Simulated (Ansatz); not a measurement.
**ZrSe2 (CdI2-type structure)**

The computed numbers are results of PBE, scalar-relativistic (no spin polarisation) in the plane-wave PAW code Ansatz at 420 eV, Γ-centred 10×10×6 mesh, 0.05 eV Gaussian smearing; PAW files: Ansatz's generated set soft_2.

```
Zr Se
1.0
     3.79887    0.00000    0.00000
    -1.89944    3.28992    0.00000
     0.00000    0.00000    6.82145
Zr Se
1 2
Direct
  0.00000 0.00000 0.00000
  0.33333 0.66667 0.23203
  0.66667 0.33333 0.76797
```

The compound is reported in the structure type of the start.

Q: Which orbitals make up the states within about 0.6 eV of each band edge?

A: Valence edge: Se 4p 90 %, Zr 4d 9 %. Conduction edge: Zr 4d 77 %, Se 4p 20 %. Shares are among the projected shells; the gap is 0.41 eV.

Density of states (tetrahedra, averaged over 0.4 eV; states/eV per cell of 3 atoms; energy in eV from the Fermi level; projections on Löwdin-orthogonalised atomic orbitals, summed over sites):

```
    E  total  Se 4p  Zr 4d  Zr 5s  Se 4s  Zr 4p
-4.85    0.0    0.0    0.0    0.0    0.0    0.0
-4.45    1.3    0.8    0.3    0.2    0.0    0.0
-4.05    2.5    1.6    0.5    0.2    0.1    0.0
-3.65    4.1    3.0    0.8    0.1    0.1    0.0
-3.25    2.2    1.6    0.5    0.1    0.0    0.0
-2.85    4.3    2.8    1.3    0.1    0.1    0.0
-2.45    5.6    3.8    1.6    0.0    0.1    0.0
-2.05    2.0    1.6    0.3    0.0    0.0    0.0
-1.65    3.3    2.8    0.3    0.0    0.0    0.0
-1.25    2.9    2.5    0.3    0.0    0.0    0.0
-0.85    1.4    1.2    0.1    0.0    0.0    0.0
-0.45    0.4    0.4    0.0    0.0    0.0    0.0
-0.05    0.0    0.0    0.0    0.0    0.0    0.0
 0.35    0.7    0.1    0.5    0.0    0.0    0.0
 0.75    1.7    0.3    1.3    0.0    0.0    0.0
 1.15    2.4    0.4    1.9    0.0    0.0    0.0
 1.55    1.7    0.4    1.2    0.0    0.0    0.0
 1.95    2.5    0.6    1.9    0.0    0.0    0.0
 2.35    3.9    0.6    3.3    0.1    0.0    0.0
 2.75    2.1    0.2    1.7    0.1    0.0    0.0
 3.15    0.1    0.0    0.0    0.0    0.0    0.0
 3.55    2.2    0.7    1.2    0.0    0.1    0.0
 3.95    3.3    1.2    1.8    0.0    0.1    0.0
 4.35    2.1    0.7    1.1    0.0    0.1    0.0
 4.75    2.1    0.6    1.0    0.1    0.2    0.0
 5.15    0.5    0.1    0.1    0.1    0.0    0.0
 5.55    0.7    0.1    0.1    0.1    0.0    0.0
 5.95    1.3    0.1    0.1    0.2    0.0    0.0
```

Formal charges Zr⁴⁺, Se²⁻ balance and leave closed shells on every ion, so a band insulator is expected, and the gap is 0.41 eV.

The lowest excitation takes an electron from Se back to Zr, as in polar semiconductors.

The structure is built of weakly bound layers, and this functional has no dispersion term, so their spacing and all that hangs on it (volume, the soft elastic constants, low modes, dielectric constants) are poorly given.
